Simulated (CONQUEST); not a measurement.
# GaAs (F-43m) in CONQUEST: reference runs

Reference runs on GaAs: the cell as given and a disturbed copy.

Everything below comes from runs of CONQUEST 1.3. Logs are shortened: lines on timing, memory, paths and dates and some standing lists are left out, and cuts for length are marked.

**Measured values to compare with.**

“Evidence of valence band perturbations in GaAsN/GaAs(001): A combined variable-angle spectroscopic ellipsometry and modulated photoreflectance investigation”, 2008, arxiv:0805.2212 reports, for a bulk crystal of GaAs at 300 K: band gap 1.418 ± 0.005 eV (direct).

How close the calculation comes is told below.

## Step 1: The crystal as given

The structure is cubic, space group F-43m (No. 216). Conventional cell: a = 5.654 Å, b = 5.654 Å, c = 5.654 Å, α = 90.00°, β = 90.00°, γ = 90.00°. As (site symmetry -43m) has 4 Ga at 2.45 Å as nearest neighbours. Ga (site symmetry -43m) has 4 As at 2.45 Å as nearest neighbours.

## Step 2: Single point, PBE

Contents of Conquest_input:

```
IO.Title GaAs
IO.Coordinates coords.dat
IO.FractionalAtomicCoords T
IO.Iprint 2
IO.Iprint_init 1
General.NumberOfSpecies 2
General.PseudopotentialType hamann
AtomMove.TypeOfRun static
AtomMove.FullStress T
Grid.GridCutoff 120
DM.SolutionMethod diagon
Diag.MPMesh T
Diag.GammaCentred T
Diag.MPMeshX 7
Diag.MPMeshY 7
Diag.MPMeshZ 5
Diag.kT 0.00183747
minE.SCTolerance 1e-6
SC.MaxIters 100
IO.AtomChargeOutput T
IO.DumpChargeDensity T
IO.DumpTotPot T
%block ChemicalSpeciesLabel
1 74.920 As
2 69.720 Ga
%endblock
```

Contents of coords.dat:

```
    7.5546896704     0.0000000000     0.0000000000
    0.0000000000     7.5546896704     0.0000000000
    0.0000000000     0.0000000000    10.6839445908
4
  0.0000000000   0.5000000000   0.2500000000 1 T T T
  0.5000000000   0.0000000000   0.7500000000 1 T T T
  0.0000000000   0.0000000000   0.0000000000 2 T T T
  0.5000000000   0.5000000000   0.5000000000 2 T T T
```

Potentials or basis: PseudoDojo NC PBE, DZP, grid cutoff 120 Ha.

Started as:

```sh
$ Conquest
```

Log:

```text
Simulation cell dimensions:     7.5547 a0 x     7.5547 a0 x    10.6839 a0

      Atomic coordinates (a0)
         Atom         X         Y         Z  Species
            1    0.0000    3.7773    2.6710        1
            2    3.7773    0.0000    8.0130        1
            3    0.0000    0.0000    0.0000        2
            4    3.7773    3.7773    5.3420        2

         Monkhorst-Pack mesh:   7 x   7 x   5 gamma-centred
        This calculation includes non-local pseudopotentials,
         with a maximum core radius of      8.05697590

    Job title: GaAs
    Job to be run: static calculation

[... 5 lines left out ...]
      Using Fermi-Dirac smearing

    Integration grid size:     40 x   40 x   60

    Integration grid spacing:  0.189 a0 x 0.189 a0 x 0.178 a0

    Number of species:  2
    --------------------------------------------------------
    |   #  mass (au)  Charge (e)  SF Rad (a0)  NSF  Label  |
    --------------------------------------------------------
    |   1     74.920      15.000        7.177   18  As     |
    |   2     69.720      13.000        8.310   18  Ga     |
    --------------------------------------------------------
          SCF tolerance:                 0.00000100
          SCF iterations:               100

    The functional used will be GGA PBE96

           radial cut-off to be used is taken to be max PAO cut-off radius for this species:    6.962356

           greatest ang. mom. for making density from PAOs:  2

           radial cut-off to be used is taken to be max PAO cut-off radius for this species:    8.056976

           greatest ang. mom. for making density from PAOs:  2
    Minimum blocs/proc is     1500. Maximum blocs/proc is     1500
    set_atom_dens: In set_atomic_density, electrons :      56.000000000000
 matrix_size & matrix_size_padH =           72          72

    Screened ion int: energy:    -285.364362119738 Ha

    new_SC_potl: Starting.  Tolerance:  0.10000E-05

    PulayMixSC: Starting Pulay mixing, A_up =  0.500 A_dn =  0.500
    PulayMixSC: Spin non-polarised calculation.
          Harris-Foulkes Energy            :      -365.101757879003173 Ha
          GroundState Energy (E-(1/2)TS)   :      -365.101757955112930 Ha
          Free Energy (E-TS)               :      -365.101758031222744 Ha
          DFT Total Energy                 :      -365.071584597932031 Ha
          Total number of electrons        :        56.000000000000085
    PulayMixSC: Pulay iteration     1 residual:              0.17365E-02
          Harris-Foulkes Energy            :      -365.086284625596875 Ha
          GroundState Energy (E-(1/2)TS)   :      -365.086285515678014 Ha
          Free Energy (E-TS)               :      -365.086286405759154 Ha
          DFT Total Energy                 :      -365.085245132357556 Ha
          Total number of electrons        :        56.000020222283112
    PulayMixSC: Pulay iteration     2 residual:              0.63271E-03
          Harris-Foulkes Energy            :      -365.085552888308030 Ha
          GroundState Energy (E-(1/2)TS)   :      -365.085553647558413 Ha
          Free Energy (E-TS)               :      -365.085554406808853 Ha
          DFT Total Energy                 :      -365.085499411752096 Ha
          Total number of electrons        :        56.000032653014529
    PulayMixSC: Pulay iteration     3 residual:              0.21151E-03
          Harris-Foulkes Energy            :      -365.085517246363509 Ha
          GroundState Energy (E-(1/2)TS)   :      -365.085518036677513 Ha
          Free Energy (E-TS)               :      -365.085518826991574 Ha
          DFT Total Energy                 :      -365.085516197299398 Ha
          Total number of electrons        :        56.000040108680913
    PulayMixSC: Pulay iteration     4 residual:              0.37369E-04
          Harris-Foulkes Energy            :      -365.085517385702701 Ha
          GroundState Energy (E-(1/2)TS)   :      -365.085518158910077 Ha
          Free Energy (E-TS)               :      -365.085518932117395 Ha
          DFT Total Energy                 :      -365.085517355799311 Ha
          Total number of electrons        :        56.000039381885045
    PulayMixSC: Pulay iteration     5 residual:              0.49526E-05
          Harris-Foulkes Energy            :      -365.085517278154896 Ha
          GroundState Energy (E-(1/2)TS)   :      -365.085518048682275 Ha
          Free Energy (E-TS)               :      -365.085518819209597 Ha
          DFT Total Energy                 :      -365.085517277334759 Ha
          Total number of electrons        :        56.000039935966264
    PulayMixSC: Pulay iteration     6 residual:              0.39653E-06
    PulayMixSC: Reached SCF tolerance of  0.39653E-06 after      6 iterations
      | Number of electrons      =        56.000040
      |* band energy as 2Tr[K.H] =       -50.107197651879609 Ha
      |  screened ion-ion energy =      -285.364362119737677 Ha
      |  Ha correction           =         0.700410984276741 Ha
      |  XC correction           =       -30.314376152179548 Ha
      | GS Energy as E-(1/2)TS   =      -365.085518048682275 Ha
      | Free Energy as E-TS      =      -365.085518819209597 Ha
      |* Harris-Foulkes energy   =      -365.085517278154896 Ha
      |* DFT total energy        =      -365.085517277334759 Ha
      |  estimated accuracy      =        -0.000000000820137 Ha

    force: Forces on atoms (Ha/a0)
    force:  Atom   X              Y              Z
    force:     1  -0.0000000000   0.0000000000   0.0000000000
    force:     2   0.0000000000  -0.0000000000  -0.0000000000
    force:     3   0.0000000000   0.0000000000   0.0000000000
    force:     4   0.0000000000   0.0000000000   0.0000000000

    force: Maximum force :        0.00000000(Ha/a0) on atom         4 in z direction
    force: Force Residual:        0.00000000 Ha/a0
    force: Total stress:         -3.91438856     0.00000000     0.00000000 GPa
                             0.00000000    -3.91438856     0.00000000
                             0.00000000     0.00000000    -3.79205653
    force: Average pressure:      3.87361122 GPa

    force: Finished force
    get_E_and_F: Change in energy during last step of electronic optimisation:  0.10755E-06

    BIBLIOGRAPHY: Please consider citing the following references in the conquest.bib file

    CONQUEST:         Bowler2002pt, Miyazaki2004, Nakata2020
    Basis:            Bowler2019
    DM:               Bowler:2006xr
    Pseudopotentials: Hamann2013, Bowler2019
    XC functional:    Perdew1996
```

Run time: 70 s. Hardware: 1 thread of Intel Xeon 6975P-C (Granite Rapids), shared host; peak memory 0.88 GiB.

Results:

| Quantity | Value |
| --- | --- |
| Free energy | -9934.4831 eV |
| Pressure | 3.9 GPa |
| Band gap on the k mesh | 0.55 eV |
| Mulliken charges | As -0.57; Ga +0.57 e |

Levels at points of the mesh, in eV from the valence-band top:
```csv
k point,band 24,band 25,band 26,band 27,band 28,band 29,band 30,band 31,band 32,band 33
"(0.00, 0.00, 0.00)",-2.73,-2.73,0.00,0.00,0.00,0.55,1.46,1.64,3.78,3.78
```

Caveat: Mulliken charges move with the basis; the box holds several primitive cells, so bands are folded and the points are those of the box's own zone; the basis of atomic orbitals isn't converged, which shifts pressures, moduli and gaps; the real-space grid breaks the cell's symmetry a little.

## Step 3: Single point, PBE (atoms moved at random, drawn with an rms of 0.05 Å)

Conquest_input, as its differences from that of step 2:

```diff
@@ -20,4 +20,2 @@
 IO.AtomChargeOutput T
-IO.DumpChargeDensity T
-IO.DumpTotPot T
 %block ChemicalSpeciesLabel
```

Contents of coords.dat:

```
    7.5546896704     0.0000000000     0.0000000000
    0.0000000000     7.5546896704     0.0000000000
    0.0000000000     0.0000000000    10.6839445908
4
  0.0082650000   0.5090610000   0.2488440000 1 T T T
  0.5082650000   0.0090610000   0.7488440000 1 T T T
  0.4889370000   0.5001580000   0.5094880000 2 T T T
  0.9889370000   0.0001580000   0.0094880000 2 T T T
```

Potentials or basis: PseudoDojo NC PBE, DZP, grid cutoff 120 Ha.

Started as:

```sh
$ Conquest
```

It took 62 s on 1 thread of Intel Xeon 6975P-C (Granite Rapids), shared host; peak memory 0.88 GiB.

The run converged. Its results:

- Free energy: -9934.3846 eV
- Pressure: 4.3 GPa
- Largest force: 0.930 eV/Å
- Band gap on the k mesh: 0.22 eV
- Mulliken charges: As -0.57; Ga +0.57 e

Forces in eV/Å, atoms in the order of the input:
```
As  -0.629 -0.409  0.529
As  -0.629 -0.409  0.529
Ga   0.637  0.414 -0.536
Ga   0.637  0.414 -0.536
```

Levels at points of the mesh, in eV from the valence-band top:
```csv
k point,band 24,band 25,band 26,band 27,band 28,band 29,band 30,band 31,band 32,band 33
"(0.00, 0.00, 0.00)",-3.15,-2.96,-0.62,-0.41,0.00,0.22,1.03,1.39,3.26,3.49
```

Caveat: Mulliken charges move with the basis; the box holds several primitive cells, so bands are folded and the points are those of the box's own zone; an odd mesh through Γ misses points on the zone boundary, where band edges often lie; the basis of atomic orbitals isn't converged, which shifts pressures, moduli and gaps.

## Step 4: Against experiment

Step 2. Measured gap of GaAs: 1.418 eV (direct; 300 K; “Evidence of valence band perturbations in GaAsN/GaAs(001): A combined variable-angle spectroscopic ellipsometry and modulated photoreflectance investigation”, 2008, arxiv:0805.2212). This calculation gives 0.55 eV (-0.87 eV). 3 values of this kind are on record (1.412 to 1.51 eV); this one was drawn at random among those near their median, those with a stated uncertainty first. Spin-orbit coupling on As, Ga is left out. The value is that of PBE in an atomic basis (PseudoDojo NC PBE, DZP, grid cutoff 120 Ha), whose error adds to the functional's,, without temperature or zero-point motion. Semilocal functionals fall short of measured gaps as a rule.
